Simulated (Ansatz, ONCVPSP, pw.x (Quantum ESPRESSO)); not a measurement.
**platinum (Pt): one change to the ONCV potential, in the atom and in the sc crystal**

```
Element                 : platinum
Generator               : ONCVPSP 4.0.1.1 (patched build)
Type                    : optimised norm-conserving Vanderbilt (ONCV)
Functional              : PBE
Relativity              : scalar-relativistic
Frozen core             : [Kr] 4d10 4f14
Valence charge          : 18
Reference configuration : 5s2 5p6 5d9 6s1
Partial waves           : 5s+6s: rc 1.70 bohr, ncon 5, nbas 9, qcut 8.5 1/bohr, 2 projectors; 5p: rc 1.85 bohr, ncon 3, nbas 8, qcut 6.2 1/bohr, 3 projectors, debl 2.2 Ha; 5d: rc 2.30 bohr, ncon 5, nbas 10, qcut 6.8 1/bohr, 2 projectors, debl 0.5 Ha
Local potential         : polynomial inside 1.40 bohr (lpopt 4, dvloc0 4 Ha)
Core correction         : Teter function, fcfact 3.25, rcfact 1.4
```

Change: local potential polynomial inside 1.20 bohr (lpopt 5, dvloc0 4 Ha).

Cutoffs, loose and tight: the cutoffs (Ha) at which the residual kinetic energy of the hardest occupied pseudo-wave falls to 1 and 0.1 mHa per electron. They do not see the model core or the augmentation charge, which bear on the density cutoff. Test errors are all-electron minus pseudo excitation energies from the reference, over the configurations 5s2 5p6 5d9 6s0; 5s2 5p6 5d8 6s0; 5s2 5p6 5d7 6s0; 5s2 5p6 5d9 6s0 6p1; variants that change the core or the reference have their own tests.

Crystal test: sc Pt in pw.x 7.5, no spin, 12³ k-points, Fermi–Dirac smearing 0.01 Ry, cutoffs set for each file from its atomic test. The reference is all-electron LAPW (Ansatz 0.2.0) with the same functional, mesh and smearing; V0 and B0 come from Birch–Murnaghan fits to the pressures at five volumes. Errors are pseudo minus all-electron; Δ is the rms difference of the E(V) curves that follow from these fits, minima aligned, over ±6 % about the mean V0. Mesh and smearing are coarse, so the numbers serve the comparison and aren't converged zero-temperature values; the lattice is a test structure that the element need not adopt.

All-electron: a0 = 2.626 Å (V0 = 18.11 Å³/atom), B0 = 184.3 GPa.

Q: Does the change bring the crystal closer to the all-electron result?

A: The mean pressure error goes from -0.62 to -1.46 GPa, so the change moves the solid further from the all-electron pressures. At 80 % of its cutoff the pressure of the base moves by -2.61 GPa. At 80 % of its cutoff the pressure of the changed file moves by -2.39 GPa.

| quantity | base | changed |
| --- | --- | --- |
| outcome (atom) | generated | generated |
| cutoff, loose (atom) | 26 Ha | 26 Ha |
| cutoff, tight (atom) | 30 Ha | 30 Ha |
| bound ghosts (atom) | none | none |
| largest test error (meV) (atom) | -5.9 | -5.9 |
| cutoffs in pw.x (Ry) | 70/280 | 70/280 |
| a0 (Å) | 2.623 | 2.619 |
| a0 error (%) | -0.11 | -0.27 |
| B0 error (%) | +0.9 | +1.3 |
| Δ (meV/atom) | 2.5 | 5.9 |
| mean pressure error (GPa) | -0.62 | -1.46 |
